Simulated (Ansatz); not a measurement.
Born–Oppenheimer molecular dynamics of a periodic cell of 28 atoms, ZnInGaO$_{4}$ (start crystal ZnInGaO4, start structure R3m, volume 1.15 times the crystal's). It goes on from the last frame of an earlier run, with new velocities.

These are results of DFT PBE, scalar-relativistic, plane waves, PAW in Ansatz, not measurements. Settings: accuracy low, PAW set soft_1, cutoff 420 eV, k mesh 2x2x2, fermi-dirac smearing 0.17 eV, no spin polarisation.

| Quantity | Value |
| --- | --- |
| ensemble | NVT, Langevin thermostat |
| time step | 1 fs |
| steps asked | 369 |
| set temperature | 1600 K |
| friction | 0.02 /fs |
| temperature schedule | 277 steps to 300 K, then 92 steps to 300 K |
| seed | 885352 |

Frames 1 fs apart, positions in Å.

Velocities at 350 fs (Å/ps):

```
Zn 0.85 -1.67 -1.31
In 4.94 -0.14 2.34
Ga 0.29 3.12 1.49
O 1.82 0.63 1.30
O -2.73 -0.12 -1.35
O 5.58 4.98 -4.62
O 5.94 -0.33 3.83
Zn 1.40 0.03 -0.21
In 1.05 -0.56 -1.68
Ga -2.86 0.50 0.61
O 0.60 5.58 4.82
O 0.28 0.83 -0.31
O -5.40 1.42 0.47
O -3.76 9.66 3.75
Zn 2.31 -1.28 -3.15
In 0.75 0.43 0.93
Ga -3.21 0.95 -0.30
O 0.39 -1.47 -11.71
O -2.74 -0.39 6.84
O -0.64 -0.13 -1.78
O 1.43 -1.41 1.30
Zn -2.39 -2.12 2.91
In 2.25 0.83 -0.33
Ga 0.10 -0.81 -0.58
O 5.25 -1.71 0.20
O 3.83 2.64 1.34
O -0.29 -8.58 4.16
O -5.76 0.17 2.04
```

```xyz
28
Lattice="-3.5209 -2.0328 9.1289 3.5209 -2.0328 9.1289 0.0000 4.0656 9.1289" Properties=species:S:1:pos:R:3 time_fs=350 energy_less_start_eV=-6.002 T=310
Zn -0.184 0.274 5.816
In -0.529 0.153 -0.139
Ga -0.281 0.489 21.451
O -0.468 0.198 8.012
O -0.274 0.245 19.419
O -0.289 0.387 3.243
O -0.322 0.268 23.493
Zn -0.301 -1.726 14.958
In -0.439 -1.742 9.277
Ga -0.300 2.407 12.235
O -0.345 -1.688 16.984
O -0.363 2.400 10.188
O -0.390 -1.721 12.351
O -0.237 2.399 14.536
Zn -2.095 1.464 15.113
In -2.138 1.273 9.147
Ga 1.503 -0.601 12.243
O -2.216 1.249 17.261
O 1.422 -0.668 10.154
O -2.066 1.367 12.303
O 1.387 -0.681 14.223
Zn 1.429 1.287 14.837
In 1.428 1.323 9.092
Ga -2.036 -0.596 12.350
O 1.264 1.280 17.135
O -2.090 -0.691 10.385
O 1.458 1.439 12.351
O -2.143 -0.642 14.391
28
Lattice="-3.5209 -2.0328 9.1289 3.5209 -2.0328 9.1289 0.0000 4.0656 9.1289" Properties=species:S:1:pos:R:3 time_fs=351 energy_less_start_eV=-6.006 T=312
Zn -0.184 0.272 5.815
In -0.524 0.153 -0.136
Ga -0.281 0.491 21.452
O -0.466 0.198 8.013
O -0.277 0.246 19.418
O -0.284 0.392 3.239
O -0.316 0.267 23.497
Zn -0.300 -1.725 14.958
In -0.438 -1.743 9.276
Ga -0.303 2.407 12.236
O -0.344 -1.683 16.988
O -0.363 2.401 10.187
O -0.395 -1.720 12.351
O -0.241 2.409 14.539
Zn -2.092 1.463 15.110
In -2.137 1.274 9.148
Ga 1.500 -0.600 12.243
O -2.215 1.248 17.249
O 1.419 -0.669 10.161
O -2.066 1.367 12.301
O 1.389 -0.683 14.225
Zn 1.426 1.285 14.840
In 1.430 1.323 9.091
Ga -2.036 -0.597 12.349
O 1.269 1.279 17.135
O -2.087 -0.688 10.386
O 1.457 1.430 12.356
O -2.149 -0.641 14.393
28
Lattice="-3.5209 -2.0328 9.1289 3.5209 -2.0328 9.1289 0.0000 4.0656 9.1289" Properties=species:S:1:pos:R:3 time_fs=352 energy_less_start_eV=-6.008 T=303
Zn -0.182 0.271 5.814
In -0.519 0.153 -0.134
Ga -0.281 0.493 21.454
O -0.463 0.199 8.014
O -0.280 0.248 19.417
O -0.278 0.397 3.234
O -0.309 0.266 23.501
Zn -0.299 -1.724 14.959
In -0.437 -1.744 9.274
Ga -0.306 2.408 12.236
O -0.344 -1.679 16.992
O -0.363 2.401 10.186
O -0.400 -1.718 12.351
O -0.246 2.420 14.543
Zn -2.090 1.461 15.107
In -2.136 1.274 9.149
Ga 1.497 -0.599 12.243
O -2.214 1.248 17.237
O 1.416 -0.669 10.167
O -2.067 1.369 12.299
O 1.390 -0.683 14.228
Zn 1.423 1.284 14.843
In 1.432 1.324 9.091
Ga -2.036 -0.597 12.348
O 1.274 1.277 17.136
O -2.083 -0.684 10.387
O 1.457 1.422 12.359
O -2.155 -0.641 14.394
28
Lattice="-3.5209 -2.0328 9.1289 3.5209 -2.0328 9.1289 0.0000 4.0656 9.1289" Properties=species:S:1:pos:R:3 time_fs=353 energy_less_start_eV=-6.008 T=318
Zn -0.181 0.269 5.812
In -0.514 0.153 -0.132
Ga -0.280 0.495 21.455
O -0.459 0.200 8.014
O -0.284 0.249 19.415
O -0.273 0.401 3.231
O -0.302 0.265 23.505
Zn -0.297 -1.723 14.959
In -0.436 -1.744 9.272
Ga -0.308 2.408 12.236
O -0.344 -1.675 16.996
O -0.362 2.400 10.185
O -0.406 -1.715 12.350
O -0.251 2.431 14.545
Zn -2.087 1.460 15.105
In -2.135 1.275 9.149
Ga 1.495 -0.598 12.243
O -2.213 1.249 17.225
O 1.413 -0.670 10.174
O -2.067 1.371 12.298
O 1.390 -0.682 14.231
Zn 1.420 1.282 14.846
In 1.435 1.325 9.091
Ga -2.037 -0.597 12.348
O 1.280 1.274 17.136
O -2.080 -0.679 10.387
O 1.458 1.414 12.363
O -2.160 -0.642 14.396
28
Lattice="-3.5209 -2.0328 9.1289 3.5209 -2.0328 9.1289 0.0000 4.0656 9.1289" Properties=species:S:1:pos:R:3 time_fs=354 energy_less_start_eV=-6.007 T=318
Zn -0.180 0.268 5.812
In -0.510 0.153 -0.129
Ga -0.280 0.496 21.456
O -0.456 0.201 8.014
O -0.288 0.251 19.414
O -0.267 0.404 3.227
O -0.297 0.262 23.509
Zn -0.296 -1.722 14.960
In -0.434 -1.745 9.271
Ga -0.310 2.408 12.235
O -0.345 -1.671 17.000
O -0.362 2.398 10.184
O -0.411 -1.711 12.351
O -0.257 2.442 14.548
Zn -2.084 1.460 15.102
In -2.134 1.275 9.150
Ga 1.492 -0.596 12.243
O -2.211 1.250 17.213
O 1.411 -0.672 10.181
O -2.067 1.375 12.298
O 1.390 -0.681 14.234
Zn 1.417 1.281 14.850
In 1.438 1.326 9.091
Ga -2.037 -0.597 12.348
O 1.287 1.272 17.137
O -2.077 -0.674 10.388
O 1.457 1.406 12.366
O -2.165 -0.642 14.398
28
Lattice="-3.5209 -2.0328 9.1289 3.5209 -2.0328 9.1289 0.0000 4.0656 9.1289" Properties=species:S:1:pos:R:3 time_fs=355 energy_less_start_eV=-6.007 T=328
Zn -0.178 0.266 5.812
In -0.505 0.153 -0.127
Ga -0.280 0.497 21.458
O -0.451 0.203 8.016
O -0.292 0.254 19.413
O -0.263 0.407 3.223
O -0.292 0.259 23.514
Zn -0.294 -1.721 14.960
In -0.433 -1.746 9.270
Ga -0.312 2.408 12.235
O -0.345 -1.667 17.005
O -0.362 2.396 10.184
O -0.415 -1.706 12.352
O -0.262 2.453 14.551
Zn -2.082 1.459 15.099
In -2.133 1.276 9.151
Ga 1.489 -0.594 12.244
O -2.209 1.254 17.201
O 1.409 -0.673 10.188
O -2.068 1.380 12.298
O 1.390 -0.679 14.238
Zn 1.415 1.278 14.853
In 1.440 1.327 9.091
Ga -2.038 -0.597 12.347
O 1.292 1.270 17.138
O -2.074 -0.668 10.389
O 1.456 1.398 12.369
O -2.168 -0.641 14.400
28
Lattice="-3.5209 -2.0328 9.1289 3.5209 -2.0328 9.1289 0.0000 4.0656 9.1289" Properties=species:S:1:pos:R:3 time_fs=356 energy_less_start_eV=-6.008 T=325
Zn -0.176 0.265 5.811
In -0.501 0.153 -0.124
Ga -0.280 0.497 21.459
O -0.446 0.205 8.018
O -0.295 0.257 19.413
O -0.260 0.409 3.219
O -0.286 0.257 23.518
Zn -0.292 -1.719 14.961
In -0.431 -1.747 9.269
Ga -0.314 2.408 12.234
O -0.345 -1.664 17.009
O -0.362 2.393 10.186
O -0.418 -1.701 12.352
O -0.268 2.463 14.552
Zn -2.079 1.458 15.096
In -2.132 1.277 9.152
Ga 1.486 -0.592 12.244
O -2.206 1.257 17.188
O 1.407 -0.674 10.195
O -2.067 1.386 12.299
O 1.390 -0.677 14.242
Zn 1.412 1.276 14.858
In 1.443 1.328 9.091
Ga -2.038 -0.597 12.347
O 1.297 1.269 17.139
O -2.071 -0.662 10.390
O 1.456 1.390 12.373
O -2.171 -0.639 14.404
28
Lattice="-3.5209 -2.0328 9.1289 3.5209 -2.0328 9.1289 0.0000 4.0656 9.1289" Properties=species:S:1:pos:R:3 time_fs=357 energy_less_start_eV=-6.013 T=330
Zn -0.175 0.264 5.811
In -0.497 0.153 -0.121
Ga -0.280 0.496 21.460
O -0.442 0.208 8.021
O -0.297 0.260 19.412
O -0.256 0.411 3.214
O -0.282 0.256 23.523
Zn -0.290 -1.718 14.962
In -0.429 -1.748 9.269
Ga -0.315 2.408 12.233
O -0.346 -1.660 17.014
O -0.360 2.391 10.188
O -0.421 -1.696 12.353
O -0.276 2.472 14.553
Zn -2.077 1.457 15.093
In -2.131 1.277 9.153
Ga 1.483 -0.591 12.245
O -2.202 1.261 17.175
O 1.405 -0.675 10.203
O -2.067 1.393 12.301
O 1.391 -0.676 14.246
Zn 1.409 1.275 14.862
In 1.445 1.329 9.091
Ga -2.038 -0.597 12.346
O 1.301 1.269 17.141
O -2.067 -0.656 10.390
O 1.455 1.383 12.376
O -2.172 -0.638 14.407
```

Of the whole run (369 fs, mean temperature of the second half 642 K): The schedule's set-point averaged 409 K over the second half and the system 642 K, so it lags behind the ramp. A run of 0.37 ps of so small a system gives no equilibrium averages. Limits of this set-up: coarse k mesh, low accuracy level.

Time of the run: 41 min on 4 threads of Arm Neoverse V1 (shared host), peak memory 1.9 GiB.
